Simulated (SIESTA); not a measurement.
PtSe2 (Sudovikovite):

```
Pt Se
1.0
     3.72400    0.00000    0.00000
    -1.86200    3.22508    0.00000
     0.00000    0.00000    5.06200
Pt Se
1 2
Cartesian
  0.0000 0.0000 0.0000
  1.8620 1.0750 3.7965
  0.0000 2.1501 1.2655
```

| Property | Result |
| --- | --- |
| Program | SIESTA 5.4.2 |
| Task | relaxation of cell and atoms |
| Functional | PBEsol |
| Potentials or basis | PseudoDojo 0.4 standard (PBEsol files) |
| Basis | DZP (energy shift 0.003 Ry; two zetas on semicore shells) |
| Grid cutoff | 1200 Ry |
| Energy shift | 0.003 Ry |
| k mesh | 6 × 6 × 4 |
| Occupations | fermi-dirac, width 0.05 eV |
| Spin | no spin polarisation |

At the start: pressure 6.5 GPa; volume 20.27 Å³/atom.

Q: How do energy, volume and symmetry change on relaxing?

A: Over 13 steps the energy falls by 26.5 meV/atom and the volume is 20.31 Å³/atom (+0.2 %); space group P-3m1 (No. 164, to 0.05 Å).

The path:
```
step  energy change (eV)  largest force (eV/Å)  pressure (GPa)  volume (Å³)
   1              0.0000                0.9330            6.52        60.80
   2             -0.0421                0.5980            4.16        61.17
   3             -0.0745                0.0270            0.32        61.84
   4             -0.0745                0.0568           -0.21        61.93
   5             -0.0747                0.0481            0.37        61.84
   6             -0.0749                0.1264           -1.10        62.12
   7             -0.0740                0.1819            0.77        61.73
   8             -0.0766                0.0376           -0.89        62.02
   9             -0.0736                0.2296            1.03        61.50
  10             -0.0725                0.2746            1.99        60.63
  11             -0.0796                0.0030            0.05        60.82
  12             -0.0794                0.0354            0.21        61.04
  13             -0.0796                0.0008            0.02        60.92
```

Final structure:
```
Pt Se
1.0
     3.76767   -0.00012   -0.00007
    -1.88394    3.26284    0.00007
    -0.00010    0.00006    4.95595
Pt Se
1 2
Direct
  0.00000 0.00000 0.00000
  0.66668 0.33332 0.73506
  0.33332 0.66668 0.26494
```

Caveat: short orbitals over semicore shells can move pressures by several GPa; the basis of atomic orbitals isn't converged, which shifts pressures, moduli and gaps.
